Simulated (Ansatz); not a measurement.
# Ta: energies, forces and stress near the listed structure

Aim: see how energy, forces, stress and gap of Ta answer to swapped elements, distortions that keep the symmetry. Nothing is relaxed unless a step says so.

Computed with Ansatz 0.2.0 (DFT PBE, scalar-relativistic, plane waves, PAW, unless a step's input says otherwise).

## (1) The system as given

Symmetry: P6_3/mmc, No. 194, hexagonal system. Conventional cell: a = 2.900 Å, b = 2.900 Å, c = 5.166 Å, α = 90.00°, β = 90.00°, γ = 120.00°. Around Ta (site symmetry -6m2) lie 12 Ta at 2.90 to 3.08 Å.

As a file:

```xyz
2
Lattice="2.9004 0.0000 0.0000 -1.4502 2.5118 0.0000 0.0000 0.0000 5.1663" Properties=species:S:1:pos:R:3 pbc="T T T"
Ta    1.4502    0.8373    3.8747
Ta    0.0000    1.6745    1.2916
```

The structure comes from the Materials Project (structure only).

## (2) One element swapped, cell strained: Ta → V, first probe

What differs from the listed cell: V takes all sites of Ta, and lengths are scaled by 0.940 as a first guess of the size; strain xx, yy, zz, yz, xz, xy = +5.6, +5.6, -0.4, +0.0, +0.0, +0.0 %.

The input, input.yaml:

```yaml
crystal:
  lattice:
    - [2.8777439498, 0.0, 0.0]
    - [-1.4388719749, 2.4921993661, 0.0]
    - [0.0, 0.0, 4.8345899099]
  atoms:
    - { symbol: V, position: [0.66666667, 0.33333333, 0.75], spin: 2.0 }
    - { symbol: V, position: [0.33333333, 0.66666667, 0.25], spin: 2.0 }
basis:
  ecutwfc: 420
kpoints:
  mp_grid: { grid: [9, 9, 4] }
hamiltonian:
  xc: pbe
scf:
  occupations: { method: gaussian, width: 0.1 }
  lower_state_search: "off"
output:
  forces: true
  stress: true
  eigenvalues: true
  populations: true
magnetization:
  spin_polarized: true
```

Launch:

```console
> ansatz run input.yaml --threads 1 --pin off --max-ram 1331MiB --backend cpu --events-out ev --progress --plain --runs-dir out
```

## (3) One element swapped, cell strained: Ta → V

The input, input.yaml:

```yaml
crystal:
  lattice:
    - [2.8777439498, 0.0, 0.0]
    - [-1.4388719749, 2.4921993661, 0.0]
    - [0.0, 0.0, 4.8345899099]
  atoms:
    - { symbol: V, position: [0.66666667, 0.33333333, 0.75], spin: 0.58 }
    - { symbol: V, position: [0.33333333, 0.66666667, 0.25], spin: 0.58 }
basis:
  ecutwfc: 420
kpoints:
  mp_grid: { grid: [18, 18, 10] }
hamiltonian:
  xc: pbe
scf:
  occupations: { method: gaussian, width: 0.1 }
output:
  forces: true
  stress: true
  eigenvalues: true
  populations: true
magnetization:
  spin_polarized: true
```

## (4) One element swapped, cell strained: Ta → W, first probe

The input, input.yaml:

```yaml
crystal:
  lattice:
    - [2.9424359299, 0.0, 0.0]
    - [-1.471217965, 2.5482242643, 0.0]
    - [0.0, 0.0, 5.2412000464]
  atoms:
    - { symbol: W, position: [0.66666667, 0.33333333, 0.75] }
    - { symbol: W, position: [0.33333333, 0.66666667, 0.25] }
basis:
  ecutwfc: 420
kpoints:
  mp_grid: { grid: [9, 9, 4] }
hamiltonian:
  xc: pbe
scf:
  occupations: { method: gaussian, width: 0.1 }
output:
  forces: true
  stress: true
  eigenvalues: true
```

## (5) Substitution of an element, cell strained: Ta → W

Edit input.yaml of step 4 so:

```diff
@@ -11,3 +11,3 @@
 kpoints:
-  mp_grid: { grid: [9, 9, 4] }
+  mp_grid: { grid: [18, 18, 8] }
 hamiltonian:
```

## (6) A distortion that keeps the symmetry

The input, input.yaml:

```yaml
crystal:
  lattice:
    - [2.8139409848, 0.0, 0.0]
    - [-1.4069704924, 2.4369443776, 0.0]
    - [0.0, 0.0, 4.9348249248]
  atoms:
    - { symbol: Ta, position: [0.66666667, 0.33333333, 0.75] }
    - { symbol: Ta, position: [0.33333333, 0.66666667, 0.25] }
basis:
  ecutwfc: 420
kpoints:
  mp_grid: { grid: [18, 18, 8] }
hamiltonian:
  xc: pbe
scf:
  occupations: { method: gaussian, width: 0.1 }
output:
  forces: true
  stress: true
  eigenvalues: true
```

Before running it: what results should come out? Wanted: for each run, case; energy; pressure; largest force.

The runs gave:

| step | case | energy (meV/atom) | pressure (GPa) | largest force (eV/Å) | gap on the mesh (eV) |
| --- | --- | --- | --- | --- | --- |
| 3 | one element swapped, cell strained: Ta → V | timeout |  |  |  |
| 5 | substitution of an element, cell strained: Ta → W | n/a | -33.9 | 0.00 | 0.00 |
| 6 | a distortion that keeps the symmetry | +0.0 | 23.3 | 0.00 | 0.00 |

Energies are counted from step 6, with the smearing taken to zero. Other atoms or functionals have another zero of energy (n/a). A gap of 0.00 means none on the mesh at this level.

What this shows: The runs treat Ta, W without spin-orbit coupling.
